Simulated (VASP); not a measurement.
Set up this calculation in VASP 6.6.1, as the native input.

```yaml
Task: single point
Functional: PBE
Potentials_or_basis: VASP PAW PBE potentials, release 64 (Ni, O)
Cutoff: 520 eV
k_mesh: 11 × 11 × 11
Occupations: fermi-dirac, width 0.05 eV
Spin: collinear spin, ferromagnetic start
Starting_moments: "[1.0, 0.0] μB"
Further_INCAR_settings: ALGO = Normal; EDIFF = 1e-07; NBANDS = 19
```

The structure of NiO lies in POSCAR:

```
NiO
1.0
    0.0000000000      2.0621708800      2.0621708800
    2.0621708800      0.0000000000      2.0621708800
    2.0621708800      2.0621708800      0.0000000000
Ni O
1 1
Direct
    0.0000000000      0.0000000000      0.0000000000
    0.7500000000      0.7500000000      0.7500000000
```

The cell was built by a generator and needn't be a form met in nature.

These files were run (other wordings do the same):

INCAR

```
  PREC = Accurate
  ENCUT = 520
  EDIFF = 1E-7
  ISMEAR = -1
  SIGMA = 0.05
  LREAL = F
  LASPH = T
  NELM = 100
  ALGO = Normal
  ISIF = 2
  LWAVE = F
  LCHARG = T
  ISPIN = 2
  MAGMOM = 1 0
  LORBIT = 11
  LMAXMIX = 4
  GGA = PE
  LELF = T
  LVHAR = T
  NBANDS = 19
```

KPOINTS

```
regular mesh
0
Gamma
  11 11 11
```

Potentials or basis: VASP PAW PBE potentials, release 64 (Ni, O).

Launch:

```bash
$ cat potpaw_PBE.64/Ni/POTCAR potpaw_PBE.64/O/POTCAR > POTCAR
$ mpirun -np 1 vasp_std > vasp.out
```

It gave:

```yaml
Pressure: 60.6 GPa
Band_gap_on_the_k_mesh: none (metal or under the smearing width)
Net_moment: 1.01 μB per cell
Site_moments: Ni +0.80; O +0.18 μB
Valence_electrons_inside_the_program's_atomic_spheres: Ni 9.75; O 5.10
```

Caveat: a pressure of tens of GPa on the cell as given is suspect, and the run, the potentials or the cell itself is likely at fault; a cell with one magnetic atom can't hold antiferromagnetic order, which such compounds often take; semilocal functionals often make such compounds metallic where correlation or magnetic order opens a gap, which also shifts bond lengths.

It took 64 s on 1 thread of AMD EPYC 7R43 64-Core Processor (Zen 3), on a shared host, peak memory 0.13 GiB.
